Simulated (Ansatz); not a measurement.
Cu Kα1 powder pattern (kinematic, no thermal factors).
2θ (°) (relative intensity): 17.48 (25), 25.65 (26), 26.46 (6), 31.89 (100), 35.39 (6), 37.77 (46), 40.28 (9), 41.90 (12), 44.72 (34), 46.22 (10), 52.72 (8), 54.24 (8), 54.48 (16), 56.40 (7), 57.67 (5), 61.15 (2), 61.34 (2), 61.56 (1), 64.53 (27), 66.65 (4), 67.98 (16), 69.88 (2), 73.05 (16), 74.16 (2), 80.48 (10), 80.67 (5), 81.01 (8), 82.27 (2), 83.35 (2), 86.36 (2), 86.52 (1), 87.04 (1), 89.36 (6)

The pattern is computed from a structure relaxed with DFT PBE+D3(BJ), scalar-relativistic, plane waves, PAW in Ansatz 0.2.0. No spin polarisation. Its elements are Hg, Te.

**Question.** Give the structure.

**Answer.** HgTe.
Space group P4/nmm:1 (No. 129). a = 4.760 Å, b = 4.760 Å, c = 5.069 Å, α = 90.00°, β = 90.00°, γ = 90.00°
```csv
atom,site,symmetry,x,y,z
Hg,2a,-4m2,0.0000,0.0000,0.0000
Te,2c,4mm,0.0000,0.5000,0.3435
```

A pattern alone doesn't exclude other cells with like lines; this is the one computed.

It was reached by relaxing an invented guess, and it needn't be the stable form of this composition.
